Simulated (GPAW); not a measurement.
# Si (Fd-3m) in GPAW: notebook

The runs below take Si through relaxation of cell and atoms, relaxation of the atoms, with RPBE, revPBE, BLYP, r2SCAN, PBE.

Everything below comes from runs of GPAW 26.7.0. Logs are shortened: lines on timing, memory, paths and dates and some standing lists are left out, and cuts for length are marked. The log counts tension as positive stress, the text compression.

## 1. The structure

Symmetry: Fd-3m, No. 227, cubic system. Conventional cell: a = 5.444 Å, b = 5.444 Å, c = 5.444 Å, α = 90.00°, β = 90.00°, γ = 90.00°. Si (site symmetry -43m) has 4 Si at 2.36 Å as nearest neighbours.

## 2. Relaxation of cell and atoms, RPBE

run.py reads:

```python
from ase import Atoms
from ase.filters import FrechetCellFilter
from ase.io import write
from ase.optimize import BFGS
from gpaw import GPAW, PW

atoms = Atoms(['Si', 'Si'],
              cell=[[0.0, 2.7218511865, 2.7218511865],
                    [2.7218511865, 0.0, 2.7218511865],
                    [2.7218511865, 2.7218511865, 0.0]],
              scaled_positions=[[0.5, 0.5, 0.5],
                                [0.75, 0.75, 0.75]],
              pbc=True)

calc = GPAW(mode=PW(600),
            xc='RPBE',
            kpts={'size': (8, 8, 8), 'gamma': True},
            occupations={'name': 'fermi-dirac', 'width': 0.05},
            nbands=11,
            convergence={'density': 1e-05, 'forces': 0.0001},
            maxiter=150,
            txt='gpaw.txt')
atoms.calc = calc
opt = BFGS(FrechetCellFilter(atoms), trajectory='relax.traj', logfile='-')
done = opt.run(fmax=0.02, steps=60)
calc.write('gs.gpw')
write('result.traj', atoms)
print('Converged:', done)
print('Cell:', atoms.cell.cellpar().round(4))
print('Volume:', round(atoms.get_volume(), 4))
print(atoms.get_scaled_positions().round(5))
```

Potentials or basis: the program's PAW data sets (release 1.2.1) made for this functional, pw.

Started as:

```console
OMP_NUM_THREADS=1 python run.py
```

gpaw.txt:

```text
__  _  _
 | _ |_)|_||  |
 |__||  | ||/\| - 26.7.0

Input parameters:
  mode=PW(ecut=600.0),
  convergence={'density': 1e-05, 'forces': 0.0001},
  kpts=MonkhorstPack(size=(8, 8, 8), gamma=True),
  maxiter=150,
  nbands=11,
  occupations=Occupations(name='fermi-dirac', width=0.05),
  xc=XC(name='RPBE')

Diagonalizing LCAO Hamiltonian
Converting LCAO to pw mode

           Si

       Si

Atoms  # Å, Bohr magnetons
|   | symbol |        x |        y |        z |    initial magnetic moments |
|---|--------|----------|----------|----------|-----------------------------|
| 0 |     Si | 2.721851 | 2.721851 | 2.721851 | ( 0.0000,  0.0000,  0.0000) |
| 1 |     Si | 4.082777 | 4.082777 | 4.082777 | ( 0.0000,  0.0000,  0.0000) |

Unit cell  # Å
| periodic |        x |        y |        z |  lengths |    angles |
|----------|----------|----------|----------|----------|-----------|
|      yes | 0.000000 | 2.721851 | 2.721851 | 3.849279 | 60.000000 |
|      yes | 2.721851 | 0.000000 | 2.721851 | 3.849279 | 60.000000 |
|      yes | 2.721851 | 2.721851 | 0.000000 | 3.849279 | 60.000000 |

Number of symmetries: 24
Symmetry operations  # r_c * U_cc + t_c -> r_c
|    | kind |            matrix            |
|----|------|------------------------------|
|  0 |  E   |  1, 0, 0,  0, 1, 0,  0, 0, 1 |
|  1 |  σ   |  1, 0, 0,  0, 0, 1,  0, 1, 0 |
|  2 |  σ   |  1, 0,-1,  0, 1,-1,  0, 0,-1 |
|  3 |  C3  |  1, 0,-1,  0, 0,-1,  0, 1,-1 |
|  4 |  C3  |  1,-1, 0,  0,-1, 1,  0,-1, 0 |
|  5 |  σ   |  1,-1, 0,  0,-1, 0,  0,-1, 1 |
|  6 |  σ   |  0, 1, 0,  1, 0, 0,  0, 0, 1 |
|  7 |  C3  |  0, 1, 0,  0, 0, 1,  1, 0, 0 |
|  8 |  C2  |  0, 1,-1,  1, 0,-1,  0, 0,-1 |
|  9 |  S4  |  0, 1,-1,  0, 0,-1,  1, 0,-1 |
| 10 |  C3  |  0, 0, 1,  1, 0, 0,  0, 1, 0 |
| 11 |  σ   |  0, 0, 1,  0, 1, 0,  1, 0, 0 |
| 12 |  S4  |  0, 0,-1,  1, 0,-1,  0, 1,-1 |
| 13 |  C3  |  0, 0,-1,  0, 1,-1,  1, 0,-1 |
[... 119 lines left out ...]
SCF iterations
|iter     | |      energy | eigst |  dens |force |
|---------|-|-------------|-------|-------|------|
|iter:   1| |  -10.248162 | -0.09 |       |      |
|iter:   2| |  -10.242625 | -2.54 | -0.81 |      |
|iter:   3| |  -10.187426 | -2.25 | -0.84 |      |
|iter:   4| |  -10.188799 | -3.13 | -1.44 |      |
|iter:   5| |  -10.188941c| -5.00 | -2.37 |      |
|iter:   6| |  -10.188948c| -6.68 | -3.29 |      |
|iter:   7| |  -10.188948c| -7.62c| -3.75 |      |
|iter:   8| |  -10.188948c| -8.31c| -4.93 |      |
|iter:   9| |  -10.188948c| -8.63c| -5.48c|      |
|iter:  10| |  -10.188948c| -9.81c| -6.32c|-16.21c|

Converged in 10 steps
Energy contributions relative to reference atoms: (reference = -15779.478775)

Energy contributions:
  Kinetic:          15.365222
  Coulomb:         -13.503690
  Zero:             -0.026157
  External:          0.000000
  Xc:              -12.024315
  Entropy:          -0.000016
  Spinorbit:         0.000000
  ----------------------------
  Free energy:     -10.188956
  Extrapolated:    -10.188948
[... 26 lines left out ...]
Stress tensor  # eV/Ang^3
|         x |         y |         z |
|-----------|-----------|-----------|
| -0.020075 | -0.000000 |  0.000000 |
| -0.000000 | -0.020075 | -0.000000 |
|  0.000000 | -0.000000 | -0.020075 |

Forces  # eV/Ang
|        x |        y |        z |
|----------|----------|----------|
|  0.00000 | -0.00000 |  0.00000 |  # Si   0
| -0.00000 | -0.00000 | -0.00000 |  # Si   1

Interpolating wave functions to new cell

           Si

       Si

Atoms  # Å, Bohr magnetons
|   | symbol |        x |        y |        z |    initial magnetic moments |
|---|--------|----------|----------|----------|-----------------------------|
| 0 |     Si | 2.729733 | 2.729733 | 2.729733 | ( 0.0000,  0.0000,  0.0000) |
| 1 |     Si | 4.094599 | 4.094599 | 4.094599 | ( 0.0000,  0.0000,  0.0000) |

Unit cell  # Å
| periodic |        x |        y |         z |  lengths |    angles |
|----------|----------|----------|-----------|----------|-----------|
|      yes | 0.000000 | 2.729733 |  2.729733 | 3.860425 | 60.000000 |
|      yes | 2.729733 | 0.000000 |  2.729733 | 3.860425 | 60.000000 |
|      yes | 2.729733 | 2.729733 | -0.000000 | 3.860425 | 60.000000 |

Number of symmetries: 24
Symmetry operations  # r_c * U_cc + t_c -> r_c
|    | kind |            matrix            |
|----|------|------------------------------|
|  0 |  E   |  1, 0, 0,  0, 1, 0,  0, 0, 1 |
|  1 |  σ   |  1, 0, 0,  0, 0, 1,  0, 1, 0 |
|  2 |  σ   |  1, 0,-1,  0, 1,-1,  0, 0,-1 |
|  3 |  C3  |  1, 0,-1,  0, 0,-1,  0, 1,-1 |
|  4 |  C3  |  1,-1, 0,  0,-1, 1,  0,-1, 0 |
|  5 |  σ   |  1,-1, 0,  0,-1, 0,  0,-1, 1 |
|  6 |  σ   |  0, 1, 0,  1, 0, 0,  0, 0, 1 |
|  7 |  C3  |  0, 1, 0,  0, 0, 1,  1, 0, 0 |
|  8 |  C2  |  0, 1,-1,  1, 0,-1,  0, 0,-1 |
|  9 |  S4  |  0, 1,-1,  0, 0,-1,  1, 0,-1 |
| 10 |  C3  |  0, 0, 1,  1, 0, 0,  0, 1, 0 |
| 11 |  σ   |  0, 0, 1,  0, 1, 0,  1, 0, 0 |
| 12 |  S4  |  0, 0,-1,  1, 0,-1,  0, 1,-1 |
| 13 |  C3  |  0, 0,-1,  0, 1,-1,  1, 0,-1 |
[... 119 lines left out ...]
SCF iterations
|iter     | |      energy | eigst |  dens |force |
|---------|-|-------------|-------|-------|------|
|iter:   1| |  -10.195512 | -3.13 |       |      |
|iter:   2| |  -10.195462 | -6.07 | -2.32 |      |
|iter:   3| |  -10.195103c| -4.96 | -2.35 |      |
|iter:   4| |  -10.195084c| -5.83 | -3.02 |      |
|iter:   5| |  -10.195084c| -7.01 | -3.75 |      |
|iter:   6| |  -10.195084c| -8.17c| -4.77 |      |
|iter:   7| |  -10.195084c| -8.72c| -5.26c|      |
|iter:   8| |  -10.195084c|-10.10c| -6.10c|-16.06c|

Converged in 8 steps
Energy contributions relative to reference atoms: (reference = -15779.478775)

Energy contributions:
  Kinetic:          14.545577
  Coulomb:         -12.851660
  Zero:             -0.025372
  External:          0.000000
  Xc:              -11.863622
  Entropy:          -0.000014
  Spinorbit:         0.000000
  ----------------------------
  Free energy:     -10.195091
  Extrapolated:    -10.195084
[... 26 lines left out ...]
Stress tensor  # eV/Ang^3
|         x |         y |         z |
|-----------|-----------|-----------|
| -0.014836 | -0.000000 |  0.000000 |
| -0.000000 | -0.014836 |  0.000000 |
|  0.000000 |  0.000000 | -0.014836 |

Forces  # eV/Ang
|        x |        y |        z |
|----------|----------|----------|
| -0.00000 | -0.00000 | -0.00000 |  # Si   0
| -0.00000 |  0.00000 | -0.00000 |  # Si   1

Interpolating wave functions to new cell

           Si

       Si

Atoms  # Å, Bohr magnetons
|   | symbol |        x |        y |        z |    initial magnetic moments |
|---|--------|----------|----------|----------|-----------------------------|
| 0 |     Si | 2.752950 | 2.752950 | 2.752950 | ( 0.0000,  0.0000,  0.0000) |
| 1 |     Si | 4.129424 | 4.129424 | 4.129424 | ( 0.0000,  0.0000,  0.0000) |

Unit cell  # Å
| periodic |        x |         y |         z |  lengths |    angles |
|----------|----------|-----------|-----------|----------|-----------|
|      yes | 0.000000 |  2.752950 |  2.752950 | 3.893259 | 60.000000 |
|      yes | 2.752950 | -0.000000 |  2.752950 | 3.893259 | 60.000000 |
|      yes | 2.752950 |  2.752950 | -0.000000 | 3.893259 | 60.000000 |

Number of symmetries: 24
Symmetry operations  # r_c * U_cc + t_c -> r_c
|    | kind |            matrix            |
|----|------|------------------------------|
|  0 |  E   |  1, 0, 0,  0, 1, 0,  0, 0, 1 |
|  1 |  σ   |  1, 0, 0,  0, 0, 1,  0, 1, 0 |
|  2 |  σ   |  1, 0,-1,  0, 1,-1,  0, 0,-1 |
|  3 |  C3  |  1, 0,-1,  0, 0,-1,  0, 1,-1 |
|  4 |  C3  |  1,-1, 0,  0,-1, 1,  0,-1, 0 |
|  5 |  σ   |  1,-1, 0,  0,-1, 0,  0,-1, 1 |
|  6 |  σ   |  0, 1, 0,  1, 0, 0,  0, 0, 1 |
|  7 |  C3  |  0, 1, 0,  0, 0, 1,  1, 0, 0 |
|  8 |  C2  |  0, 1,-1,  1, 0,-1,  0, 0,-1 |
|  9 |  S4  |  0, 1,-1,  0, 0,-1,  1, 0,-1 |
| 10 |  C3  |  0, 0, 1,  1, 0, 0,  0, 1, 0 |
| 11 |  σ   |  0, 0, 1,  0, 1, 0,  1, 0, 0 |
| 12 |  S4  |  0, 0,-1,  1, 0,-1,  0, 1,-1 |
| 13 |  C3  |  0, 0,-1,  0, 1,-1,  1, 0,-1 |
[... 119 lines left out ...]
SCF iterations
|iter     | |      energy | eigst |  dens |force |
|---------|-|-------------|-------|-------|------|
|iter:   1| |  -10.206666 | -2.22 |       |      |
|iter:   2| |  -10.206235 | -5.11 | -1.85 |      |
|iter:   3| |  -10.203166c| -4.02 | -1.88 |      |
|iter:   4| |  -10.203003c| -4.89 | -2.55 |      |
|iter:   5| |  -10.203002c| -6.08 | -3.29 |      |
|iter:   6| |  -10.203002c| -8.30c| -4.29 |      |
|iter:   7| |  -10.203002c| -7.92c| -4.79 |      |
|iter:   8| |  -10.203002c| -9.22c| -5.63c|      |
|iter:   9| |  -10.203002c|-10.17c| -6.12c|-15.95c|

Converged in 9 steps
Energy contributions relative to reference atoms: (reference = -15779.478775)

Energy contributions:
  Kinetic:          12.224428
  Coulomb:         -11.003816
  Zero:             -0.023027
  External:          0.000000
  Xc:              -11.400583
  Entropy:          -0.000009
  Spinorbit:         0.000000
  ----------------------------
  Free energy:     -10.203007
  Extrapolated:    -10.203002
[... 26 lines left out ...]
Stress tensor  # eV/Ang^3
|         x |         y |         z |
|-----------|-----------|-----------|
| -0.000552 |  0.000000 | -0.000000 |
|  0.000000 | -0.000552 |  0.000000 |
| -0.000000 |  0.000000 | -0.000552 |

Forces  # eV/Ang
|        x |        y |       z |
|----------|----------|---------|
| -0.00000 |  0.00000 | 0.00000 |  # Si   0
| -0.00000 | -0.00000 | 0.00000 |  # Si   1

# Writing to gs.gpw (mode='')
```

Run time: 26 s. Hardware: 1 thread of Arm Neoverse V1, shared host; peak memory 0.16 GiB.

Results:

- Free energy: -10.2030 eV
- Relaxed volume: 20.86 Å³/atom
- Relaxed cell: a = 3.893 Å, b = 3.893 Å, c = 3.893 Å, α = 60.00°, β = 60.00°, γ = 60.00°
- Space group after relaxing (to 0.05 Å): Fd-3m (No. 227)
- Energy gained by relaxing: 7.0 meV/atom
- Ionic steps: 3
- Pressure after relaxing: 0.1 GPa
- Band gap on the k mesh: 0.74 eV, indirect (least direct gap 2.55 eV)

The path:
| step | energy change (eV) | largest force (eV/Å) | pressure (GPa) | volume (Å³) |
| --- | --- | --- | --- | --- |
| 1 | 0.0000 | 0.0000 | 3.22 | 40.33 |
| 2 | -0.0061 | 0.0000 | 2.38 | 40.68 |
| 3 | -0.0141 | 0.0000 | 0.09 | 41.73 |

Final structure:
```xyz
2
Lattice="0.0000 2.7529 2.7529 2.7529 0.0000 2.7529 2.7529 2.7529 0.0000" Properties=species:S:1:pos:R:3 pbc="T T T"
Si    2.7529    2.7529    2.7529
Si    4.1294    4.1294    4.1294
```

Caveat: later steps reuse the first step's grids. A k mesh can miss the band edges.

## 3. Relaxation of cell and atoms, revPBE

run.py reads:

```python
from ase.filters import FrechetCellFilter
from ase.io import read, write
from ase.optimize import BFGS
from gpaw import GPAW, PW

atoms = read('POSCAR')

calc = GPAW(mode=PW(600),
            xc='revPBE',
            kpts={'size': (8, 8, 8), 'gamma': True},
            occupations={'name': 'fermi-dirac', 'width': 0.05},
            nbands=11,
            convergence={'density': 1e-05, 'forces': 0.0001},
            maxiter=150,
            txt='gpaw.txt')
atoms.calc = calc
opt = BFGS(FrechetCellFilter(atoms), trajectory='relax.traj', logfile='-')
done = opt.run(fmax=0.02, steps=60)
calc.write('gs.gpw')
write('result.traj', atoms)
print('Converged:', done)
print('Cell:', atoms.cell.cellpar().round(4))
print('Volume:', round(atoms.get_volume(), 4))
print(atoms.get_scaled_positions().round(5))
```

POSCAR reads:

```
Si
1.0
    0.0000000000      2.7218511865      2.7218511865
    2.7218511865      0.0000000000      2.7218511865
    2.7218511865      2.7218511865      0.0000000000
Si
2
Direct
    0.5000000000      0.5000000000      0.5000000000
    0.7500000000      0.7500000000      0.7500000000
```

Potentials or basis: the program's PAW data sets (release 1.2.1) made for this functional, pw.

Started as:

```console
OMP_NUM_THREADS=1 python run.py
```

Run time: 25 s. Hardware: 1 thread of Arm Neoverse V1, shared host; peak memory 0.16 GiB.

The run converged. Its results:

- Free energy: -10.2796 eV
- Relaxed volume: 20.77 Å³/atom
- Relaxed cell: a = 3.888 Å, b = 3.888 Å, c = 3.888 Å, α = 60.00°, β = 60.00°, γ = 60.00°
- Space group after relaxing (to 0.05 Å): Fd-3m (No. 227)
- Energy gained by relaxing: 5.3 meV/atom
- Ionic steps: 3
- Pressure after relaxing: 0.1 GPa
- Band gap on the k mesh: 0.72 eV, indirect (least direct gap 2.55 eV)

The path:
```csv
step,energy change (eV),largest force (eV/Å),pressure (GPa),volume (Å³)
1,0.0000,0.0000,2.80,40.33
2,-0.0047,0.0000,2.07,40.64
3,-0.0107,0.0000,0.07,41.55
```

Final structure:
```cif
data_structure
_symmetry_space_group_name_H-M 'P 1'
_symmetry_Int_Tables_number 1
_cell_length_a 3.8876
_cell_length_b 3.8876
_cell_length_c 3.8876
_cell_angle_alpha 60.000
_cell_angle_beta 60.000
_cell_angle_gamma 60.000
_cell_volume 41.55
loop_
_atom_site_label
_atom_site_type_symbol
_atom_site_fract_x
_atom_site_fract_y
_atom_site_fract_z
_atom_site_occupancy
Si1 Si 0.50000 0.50000 0.50000 1
Si2 Si 0.75000 0.75000 0.75000 1
```

Levels at points of the mesh, in eV from the valence-band top:
```csv
k point,band 1,band 2,band 3,band 4,band 5,band 6,band 7
"(0.00, 0.00, 0.00)",-11.70,0.00,0.00,0.00,2.55,2.55,2.55
"(0.50, 0.50, 0.00)",-7.69,-7.69,-2.76,-2.76,0.82,0.82,9.83
"(0.50, 0.50, 0.50)",-9.46,-6.79,-1.17,-1.17,1.46,3.36,3.36
```

Caveat: later steps reuse the first step's grids. A k mesh can miss the band edges.

## 4. Relaxation of cell and atoms, BLYP

Edit run.py of step 3 so:

```diff
@@ -3,3 +3,5 @@
 from ase.optimize import BFGS
-from gpaw import GPAW, PW
+from gpaw import GPAW, PW, setup_paths
+
+setup_paths.insert(0, '.')
 
@@ -8,3 +10,3 @@
 calc = GPAW(mode=PW(600),
-            xc='revPBE',
+            xc='BLYP',
             kpts={'size': (8, 8, 8), 'gamma': True},
@@ -13,2 +15,3 @@
             convergence={'density': 1e-05, 'forces': 0.0001},
+            eigensolver='davidson',
             maxiter=150,
```

POSCAR is that of step 3.

Potentials or basis: PAW data sets generated in the run's folder for this functional, pw.

Started as:

```console
gpaw-setup -f BLYP Si
OMP_NUM_THREADS=1 python run.py
```

Run time: 32 s. Hardware: 1 thread of Arm Neoverse V1, shared host; peak memory 0.17 GiB.

Results (log left out):

- Free energy: -9.2909 eV
- Relaxed volume: 21.19 Å³/atom
- Relaxed cell: a = 3.914 Å, b = 3.914 Å, c = 3.914 Å, α = 60.00°, β = 60.00°, γ = 60.00°
- Space group after relaxing (to 0.05 Å): Fd-3m (No. 227)
- Energy gained by relaxing: 13.5 meV/atom
- Ionic steps: 4
- Pressure after relaxing: 0.0 GPa
- Band gap on the k mesh: 0.91 eV, indirect (least direct gap 2.54 eV)

Step by step:
```csv
step,energy change (eV),largest force (eV/Å),pressure (GPa),volume (Å³)
1,0.0000,0.0000,4.38,40.33
2,-0.0114,0.0000,3.25,40.81
3,-0.0269,0.0000,0.18,42.29
4,-0.0269,0.0000,0.01,42.38
```

Final structure:
```yaml
crystal:
  lattice:
    - [0.00000, 2.76730, 2.76730]
    - [2.76730, 0.00000, 2.76730]
    - [2.76730, 2.76730, 0.00000]
  atoms:
    - { symbol: Si, position: [0.50000, 0.50000, 0.50000] }
    - { symbol: Si, position: [0.75000, 0.75000, 0.75000] }
```

Levels at points of the mesh, in eV from the valence-band top:
| k point | band 2 | band 3 | band 4 | band 5 | band 6 | band 7 |
| --- | --- | --- | --- | --- | --- | --- |
| (0.00, 0.00, 0.00) | 0.00 | 0.00 | 0.00 | 2.67 | 2.67 | 2.67 |
| (0.50, 0.50, 0.00) | -7.61 | -2.63 | -2.63 | 1.04 | 1.04 | 9.67 |
| (0.50, 0.50, 0.50) | -6.61 | -1.12 | -1.12 | 1.42 | 3.52 | 3.52 |

Caveat: later steps reuse the first step's grids. BLYP gaps usually lie below the measured ones, often by a third to a half.

## 5. Relaxation of cell and atoms, r2SCAN

Edit run.py of step 4 so:

```diff
@@ -3,10 +3,8 @@
 from ase.optimize import BFGS
-from gpaw import GPAW, PW, setup_paths
+from gpaw import GPAW, PW
 
-setup_paths.insert(0, '.')
-
-atoms = read('POSCAR')
+atoms = read('Si.xyz')
 
 calc = GPAW(mode=PW(600),
-            xc='BLYP',
+            xc='MGGA_X_R2SCAN+MGGA_C_R2SCAN',
             kpts={'size': (8, 8, 8), 'gamma': True},
@@ -15,3 +13,2 @@
             convergence={'density': 1e-05, 'forces': 0.0001},
-            eigensolver='davidson',
             maxiter=150,
```

Si.xyz reads:

```xyz
2
Lattice="0.0000000000 2.7218511865 2.7218511865 2.7218511865 0.0000000000 2.7218511865 2.7218511865 2.7218511865 0.0000000000" Properties=species:S:1:pos:R:3 pbc="T T T"
Si     2.7218511865      2.7218511865      2.7218511865
Si     4.0827767798      4.0827767798      4.0827767798
```

Potentials or basis: GPAW PAW data sets (gpaw-data 1.2.1), pw.

Started as:

```console
OMP_NUM_THREADS=1 python run.py
```

Wall time 1.9 min (1 thread of Arm Neoverse V1, shared host); peak memory 0.24 GiB.

It converged, with:

| Quantity | Value |
| --- | --- |
| Free energy | -17.2959 eV |
| Relaxed volume | 20.23 Å³/atom |
| Relaxed cell | a = 3.853 Å, b = 3.853 Å, c = 3.853 Å, α = 60.00°, β = 60.00°, γ = 60.00° |
| Space group after relaxing (to 0.05 Å) | Fd-3m (No. 227) |
| Energy gained by relaxing | 0.1 meV/atom |
| Ionic steps | 3 |
| Pressure after relaxing | 0.0 GPa |
| Band gap on the k mesh | 0.82 eV, indirect (least direct gap 2.74 eV) |

The path:
```
step  energy change (eV)  largest force (eV/Å)  pressure (GPa)  volume (Å³)
   1              0.0000                0.0000            0.31        40.33
   2             -0.0001                0.0000            0.23        40.36
   3             -0.0001                0.0000            0.00        40.46
```

Final structure:
```
Si
1.0
     0.00000    2.72477    2.72477
     2.72477    0.00000    2.72477
     2.72477    2.72477    0.00000
Si
2
Direct
  0.50000 0.50000 0.50000
  0.75000 0.75000 0.75000
```

Levels at points of the mesh, in eV from the valence-band top:
| k point | band 1 | band 2 | band 3 | band 4 | band 5 | band 6 | band 7 |
| --- | --- | --- | --- | --- | --- | --- | --- |
| (0.00, 0.00, 0.00) | -12.47 | 0.00 | 0.00 | 0.00 | 2.74 | 2.74 | 2.74 |
| (0.50, 0.50, 0.00) | -8.14 | -8.14 | -2.99 | -2.99 | 0.93 | 0.93 | 10.78 |
| (0.50, 0.50, 0.50) | -10.04 | -7.23 | -1.27 | -1.27 | 1.83 | 3.58 | 3.58 |

Caveat: later steps reuse the first step's grids; the PAW data sets were made with another functional, which shifts forces and pressure a little.

(Continued in part 2 of 2.)
